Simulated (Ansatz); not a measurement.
## Ni: what a missing neighbour costs

Level of theory: DFT PBE, scalar-relativistic, plane waves, PAW in Ansatz 0.2.0.

Cutoff 420 eV, Γ-centred meshes of like density (1×1×15 for the 8-atom cell), Gaussian smearing of 0.05 eV, energies at zero smearing and 0 K, each start's symmetry kept, collinear spin.

Bulk Ni (Fm-3m) has 12 nearest neighbours at 2.49 Å and a cohesive energy of 4.76 eV against the spin-polarised free atom. These structures stand in vacuum and were relaxed; neighbours count within 1.1 bulk bonds.

```json
{"start": "[001] wire, 8 host atoms a period", "atoms × neighbours": "2×4, 4×6, 2×10", "mean bond (Å)": "2.38", "energy over bulk (eV/atom)": "1.07"}
{"start": "[001] wire, 10 host atoms a period", "atoms × neighbours": "2×5, 4×7, 1×8, 2×11, 1×12", "mean bond (Å)": "2.42", "energy over bulk (eV/atom)": "0.90"}
```

Compare two estimates without free parameters: bonds of fixed strength, and a band energy that grows as the square root of coordination.

With fixed bonds an atom with z neighbours loses E_coh(1 − z/12); in the second-moment picture the band narrows as √z and it loses E_coh(1 − √(z/12)). Averaged over the atoms, in eV:
| start | fixed bonds | square root | computed |
| --- | --- | --- | --- |
| [001] wire, 8 host atoms a period | 2.18 | 1.30 | 1.07 |
| [001] wire, 10 host atoms a period | 1.59 | 0.91 | 0.90 |

The rms misses are 0.92 and 0.17 eV. Fixed bonds overshoot every row: the bonds that remain grow stronger when neighbours are missing, which the square root captures in part, and the bonds shorten by up to 4 %. Even the square root lies above every computed value, since it holds bond lengths fixed and knows nothing of shells, hybridisation or moments.

Each run keeps its start's symmetry and one magnetic start, so lower states can exist.